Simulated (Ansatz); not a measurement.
# BaZrO3 under changes of volume

One of the cells (14.726 Å³/atom); the others are scaled copies at fixed shape and fractional positions:

```xyz
5
Lattice="4.1913 0.0000 0.0000 0.0000 4.1913 0.0000 0.0000 0.0000 4.1913" Properties=species:S:1:pos:R:3 pbc="T T T"
Ba    0.0000    0.0000    0.0000
Zr    2.0957    2.0957    2.0957
O     2.0957    2.0957    0.0000
O     2.0957    0.0000    2.0957
O     0.0000    2.0957    2.0957
```

- Program: Ansatz 0.2.0
- Functional: PBEsol
- Potentials or basis: all-electron LAPW, scalar-relativistic
- Cutoff: 346 eV (chosen from the basis error)
- Basis error allowed: 0.001 eV/atom
- k mesh: 6 × 6 × 6
- Occupations: fermi-dirac, width 0.05 eV
- Spin: no spin polarisation

| volume (Å³/atom) | energy over the lowest point (meV/atom) | pressure (GPa) | gap on the mesh (eV) |
| --- | --- | --- | --- |
| 13.843 | 22.24 | 9.9 | 3.28 |
| 14.137 | 7.87 | 5.8 | 3.24 |
| 14.432 | 0.70 | 2.1 | 3.20 |
| 14.726 | 0.00 | -1.2 | 3.15 |
| 15.021 | 5.08 | -4.2 | 3.11 |
| 15.315 | ? | ? | ? |
| 15.610 | 30.29 | -9.3 | 3.02 |

Question: What does the run at 15.315 Å³/atom give?

Answer: Energy over the lowest point 15.36 meV/atom; pressure -6.9 GPa; gap on the mesh 3.07 eV.

Worked out: A Birch-Murnaghan fit of order 3 (a polynomial in V^(-2/3)) to the other rows has its minimum at 14.61 Å³/atom with B0 = V·E''(V) = 163 GPa and B' = 4.5. It gives 15.34 meV/atom at 15.315 Å³/atom, against the run's 15.36, and -dE/dV = -6.9 GPa, against -6.9. A straight line through the other rows of the gap, of slope -2.17 eV per unit of ln V, gives 3.07 eV, against the run's 3.07.

Energies are extrapolated to zero smearing.

Caveats: spin-orbit coupling is left out, which moves the levels of the heavy elements.

A mesh can miss the band edges.
